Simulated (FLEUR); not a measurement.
Input of a FLEUR MaX-R8.1 (later development tree) run:

File inp.xml:

```xml
<?xml version="1.0" encoding="UTF-8" standalone="no"?>
<fleurInput fleurInputVersion="0.39">
   <comment>
      Ni                                                                                                  
   </comment>
   <calculationSetup>
      <cutoffs Kmax="4.58" Gmax="14.2" GmaxXC="14.2" numbands="0"/>
      <scfLoop itmax="60" minDistance="0.00001" maxIterBroyd="15" imix="Anderson" alpha="0.05" precondParam="0.0" spinf="2.0" sdNocoIR="T"/>
      <coreElectrons ctail="T" frcor="F" kcrel="0" coretail_lmax="0"/>
      <xcFunctional name="vwn" relativisticCorrections="F"/>
      <magnetism jspins="2"/>
      <soc l_soc="F" theta="0.0" phi="0.0" spav="F"/>
      <expertModes spex="0" secvar="F"/>
      <geometryOptimization l_f="F" forcealpha="1.0" forcemix="BFGS" epsdisp="0.00001" epsforce="0.00001"/>
      <ldaU l_linMix="F" mixParam="0.05" spinf="1.0"/>
   </calculationSetup>
   <cell>
      <bzIntegration valenceElectrons="36.0" mode="hist" fermiSmearingEnergy="0.00183747">
         <kPointListSelection listName="default-1"/>
         <!-- k-points included here -->
         <xi:include xmlns:xi="http://www.w3.org/2001/XInclude" href="kpts.xml"> </xi:include>
      </bzIntegration>
      <!-- symmetry operations included here -->
      <xi:include xmlns:xi="http://www.w3.org/2001/XInclude" href="sym.xml"> </xi:include>
      <bulkLattice scale="1.0">
         <bravaisMatrix>
            <row-1>    4.6260928235916561     0.0000000000000000     0.0000000000000000</row-1>
            <row-2>   -2.3130464117958280     4.0063139056071364     0.0000000000000000</row-2>
            <row-3>    0.0000000000000000     0.0000000000000000     7.6964908654976432</row-3>
         </bravaisMatrix>
      </bulkLattice>
   </cell>
   <atomSpecies>
      <species name="Nickel (Ni1.000" element="Ni" atomicNumber="28">
         <mtSphere radius="2.14" gridPoints="707" logIncrement="0.017"/>
         <atomicCutoffs lmax="9" lnonsphr="9"/>
         <electronConfig flipSpins="F">
            <coreConfig>(1s1/2) (2s1/2) (2p1/2) (2p3/2)</coreConfig>
            <valenceConfig>(3s1/2) (3p1/2) (3p3/2) (4s1/2) (3d3/2) (3d5/2)</valenceConfig>
            <stateOccupation state="(3d3/2)" spinUp="1.6" spinDown="1.6"/>
            <stateOccupation state="(3d5/2)" spinUp="2.9" spinDown="1.9"/>
         </electronConfig>
         <energyParameters s="4" p="4" d="3" f="4"/>
         <lo type="SCLO" l="0" n="3" eDeriv="0"/>
         <lo type="SCLO" l="1" n="3" eDeriv="0"/>
         <lo type="SCLO" l="1" n="3" eDeriv="1"/>
         <lo type="SCLO" l="2" n="3" eDeriv="2"/>
         <lo type="SCLO" l="3" n="4" eDeriv="2"/>
      </species>
   </atomSpecies>
   <atomGroups>
      <atomGroup species="Nickel (Ni1.000">
         <relPos label="                   1">-1.000/3.000 1.000/3.000 -1.000/4.000</relPos>
         <relPos label="                   2">1.000/3.000 -1.000/3.000 1.000/4.000</relPos>
         <force calculate="T" relaxXYZ="TTT"/>
      </atomGroup>
   </atomGroups>
   <output dos="F" band="F" slice="F">
      <checks vchk="F" cdinf="F"/>
      <bandDOS minEnergy="-.5*Htr" maxEnergy="0.5*Htr" sigma="0.015" storeEVData="T"/>
      <vacuumDOS vacdos="F" integ="F" star="F" nstars="0" locx1="0.0" locy1="0.0" locx2="0.0" locy2="0.0" nstm="0" tworkf="0.0"/>
      <unfoldingBand unfoldBand="F" supercellX="1" supercellY="1" supercellZ="1"/>
      <plotting iplot="0" polar="F">
         <plot TwoD="T" vec1="  1.0  0.0  0.0" vec2="  0.0  1.0  0.0" vec3="  0.0  0.0  1.0" zero="  0.0  0.0  0.0" file="plot"/>
      </plotting>
      <chargeDensitySlicing numkpt="0" minEigenval="0.0" maxEigenval="0.0" nnne="0" pallst="F"/>
      <specialOutput eonly="F"/>
      <moessbauerParams electricFieldGradient="T" isomerShift="T" coreHyperfine="T" valenceHyperfine="T"/>
      <magneticCircularDichroism mcd="F" energyLo="-10.0" energyUp="0.0"/>
   </output>
  <!-- We include the file relax.xml here to enable relaxations (see documentation) -->
  <xi:include xmlns:xi="http://www.w3.org/2001/XInclude" href="relax.xml"> <xi:fallback/> </xi:include>
</fleurInput>
```

File crystal.txt:

```
Ni
&input cartesian=F /
2.4480228978  0.0000000000  0.0000000000
-1.2240114489  2.1200500186  0.0000000000
0.0000000000  0.0000000000  4.0728075700
1.8897261246
1.0 1.0 1.0

2
28 0.6666666666  0.3333333332  0.7500000000 : 1.000
28 0.3333333332  0.6666666666  0.2500000000 : 1.000

&kpt div1=12 div2=12 div3=7 gamma=T /
```

inp.xml (bands)

```
<?xml version="1.0" encoding="UTF-8" standalone="no"?>
<fleurInput fleurInputVersion="0.39">
   <comment>
      Ni                                                                                                  
   </comment>
   <calculationSetup>
      <cutoffs Kmax="4.58" Gmax="14.2" GmaxXC="14.2" numbands="0"/>
      <scfLoop itmax="60" minDistance="0.00001" maxIterBroyd="15" imix="Anderson" alpha="0.05" precondParam="0.0" spinf="2.0" sdNocoIR="T"/>
      <coreElectrons ctail="T" frcor="F" kcrel="0" coretail_lmax="0"/>
      <xcFunctional name="vwn" relativisticCorrections="F"/>
      <magnetism jspins="2"/>
      <soc l_soc="F" theta="0.0" phi="0.0" spav="F"/>
      <expertModes spex="0" secvar="F"/>
      <geometryOptimization l_f="F" forcealpha="1.0" forcemix="BFGS" epsdisp="0.00001" epsforce="0.00001"/>
      <ldaU l_linMix="F" mixParam="0.05" spinf="1.0"/>
   </calculationSetup>
   <cell>
      <bzIntegration valenceElectrons="36.0" mode="hist" fermiSmearingEnergy="0.00183747">
         <kPointListSelection listName="path-1"/>
         <!-- k-points included here -->
         <xi:include xmlns:xi="http://www.w3.org/2001/XInclude" href="kpts.xml"> </xi:include>
      </bzIntegration>
      <!-- symmetry operations included here -->
      <xi:include xmlns:xi="http://www.w3.org/2001/XInclude" href="sym.xml"> </xi:include>
      <bulkLattice scale="1.0">
         <bravaisMatrix>
            <row-1>    4.6260928235916561     0.0000000000000000     0.0000000000000000</row-1>
            <row-2>   -2.3130464117958280     4.0063139056071364     0.0000000000000000</row-2>
            <row-3>    0.0000000000000000     0.0000000000000000     7.6964908654976432</row-3>
         </bravaisMatrix>
      </bulkLattice>
   </cell>
   <atomSpecies>
      <species name="Nickel (Ni1.000" element="Ni" atomicNumber="28">
         <mtSphere radius="2.14" gridPoints="707" logIncrement="0.017"/>
         <atomicCutoffs lmax="9" lnonsphr="9"/>
         <electronConfig flipSpins="F">
            <coreConfig>(1s1/2) (2s1/2) (2p1/2) (2p3/2)</coreConfig>
            <valenceConfig>(3s1/2) (3p1/2) (3p3/2) (4s1/2) (3d3/2) (3d5/2)</valenceConfig>
            <stateOccupation state="(3d3/2)" spinUp="1.6" spinDown="1.6"/>
            <stateOccupation state="(3d5/2)" spinUp="2.9" spinDown="1.9"/>
         </electronConfig>
         <energyParameters s="4" p="4" d="3" f="4"/>
         <lo type="SCLO" l="0" n="3" eDeriv="0"/>
         <lo type="SCLO" l="1" n="3" eDeriv="0"/>
         <lo type="SCLO" l="1" n="3" eDeriv="1"/>
         <lo type="SCLO" l="2" n="3" eDeriv="2"/>
         <lo type="SCLO" l="3" n="4" eDeriv="2"/>
      </species>
   </atomSpecies>
   <atomGroups>
      <atomGroup species="Nickel (Ni1.000">
         <relPos label="                   1">-1.000/3.000 1.000/3.000 -1.000/4.000</relPos>
         <relPos label="                   2">1.000/3.000 -1.000/3.000 1.000/4.000</relPos>
         <force calculate="T" relaxXYZ="TTT"/>
      </atomGroup>
   </atomGroups>
   <output dos="F" band="T" slice="F">
      <checks vchk="F" cdinf="F"/>
      <bandDOS minEnergy="-.5*Htr" maxEnergy="0.5*Htr" sigma="0.015" storeEVData="T"/>
      <vacuumDOS vacdos="F" integ="F" star="F" nstars="0" locx1="0.0" locy1="0.0" locx2="0.0" locy2="0.0" nstm="0" tworkf="0.0"/>
      <unfoldingBand unfoldBand="F" supercellX="1" supercellY="1" supercellZ="1"/>
      <plotting iplot="0" polar="F">
         <plot TwoD="T" vec1="  1.0  0.0  0.0" vec2="  0.0  1.0  0.0" vec3="  0.0  0.0  1.0" zero="  0.0  0.0  0.0" file="plot"/>
      </plotting>
      <chargeDensitySlicing numkpt="0" minEigenval="0.0" maxEigenval="0.0" nnne="0" pallst="F"/>
      <specialOutput eonly="F"/>
      <moessbauerParams electricFieldGradient="T" isomerShift="T" coreHyperfine="T" valenceHyperfine="T"/>
      <magneticCircularDichroism mcd="F" energyLo="-10.0" energyUp="0.0"/>
   </output>
  <!-- We include the file relax.xml here to enable relaxations (see documentation) -->
  <xi:include xmlns:xi="http://www.w3.org/2001/XInclude" href="relax.xml"> <xi:fallback/> </xi:include>
</fleurInput>
```

Potentials or basis: all-electron, FLAPW.

Launch:

```sh
$ inpgen -f crystal.txt -profile fastHighL
$ # inp.xml edited to the form shown
$ fleur_MPI
$ fleur_MPI   # second run, on inp.xml (bands)
```

Question: What does it give for the net moment?

Answer: 1.24 μB per cell.

Question: Estimate the band gap along the path.

Answer: None (metal or under the smearing width).

Question: Estimate the site moments.

Answer: Ni +0.65 μB.

Levels at the corners of the path, in eV from the Fermi level:
Spin up:
| point | band 16 | band 17 | band 18 | band 19 | band 20 | band 21 |
| --- | --- | --- | --- | --- | --- | --- |
| Γ | -1.63 | -1.63 | -0.67 | -0.67 | -0.63 | 5.55 |
| M | -0.54 | -0.51 | -0.42 | 1.23 | 3.15 | 9.32 |
| K | -0.87 | -0.87 | -0.76 | 4.51 | 5.20 | 5.20 |
| Γ | -1.63 | -1.63 | -0.67 | -0.67 | -0.63 | 5.55 |
| A | -2.43 | -0.98 | -0.98 | -0.98 | -0.98 | 14.11 |
| L | -0.99 | -0.46 | -0.46 | 1.41 | 1.41 | 6.97 |
| H | -1.75 | -0.65 | -0.65 | 5.62 | 5.62 | 7.22 |
| A | -2.43 | -0.98 | -0.98 | -0.98 | -0.98 | 14.11 |
| L | -0.99 | -0.46 | -0.46 | 1.41 | 1.41 | 6.97 |
| M | -0.54 | -0.51 | -0.42 | 1.23 | 3.15 | 9.32 |
| K | -0.87 | -0.87 | -0.76 | 4.51 | 5.20 | 5.20 |
| H | -1.75 | -0.65 | -0.65 | 5.62 | 5.62 | 7.22 |
Spin down:
| point | band 14 | band 15 | band 16 | band 17 | band 18 | band 19 | band 20 | band 21 |
| --- | --- | --- | --- | --- | --- | --- | --- | --- |
| Γ | -1.49 | -1.49 | -0.99 | -0.99 | -0.60 | 0.00 | 0.00 | 5.96 |
| M | -1.81 | -1.51 | 0.18 | 0.18 | 0.30 | 1.70 | 3.53 | 9.50 |
| K | -2.11 | -1.25 | -0.16 | -0.16 | -0.09 | 4.82 | 5.50 | 5.50 |
| Γ | -1.49 | -1.49 | -0.99 | -0.99 | -0.60 | 0.00 | 0.00 | 5.96 |
| A | -1.81 | -1.81 | -1.81 | -0.31 | -0.31 | -0.31 | -0.31 | 14.31 |
| L | -0.93 | -0.43 | -0.43 | 0.25 | 0.25 | 1.62 | 1.62 | 7.32 |
| H | -2.36 | -1.12 | -1.12 | 0.05 | 0.05 | 5.87 | 5.87 | 7.50 |
| A | -1.81 | -1.81 | -1.81 | -0.31 | -0.31 | -0.31 | -0.31 | 14.31 |
| L | -0.93 | -0.43 | -0.43 | 0.25 | 0.25 | 1.62 | 1.62 | 7.32 |
| M | -1.81 | -1.51 | 0.18 | 0.18 | 0.30 | 1.70 | 3.53 | 9.50 |
| K | -2.11 | -1.25 | -0.16 | -0.16 | -0.09 | 4.82 | 5.50 | 5.50 |
| H | -2.36 | -1.12 | -1.12 | 0.05 | 0.05 | 5.87 | 5.87 | 7.50 |
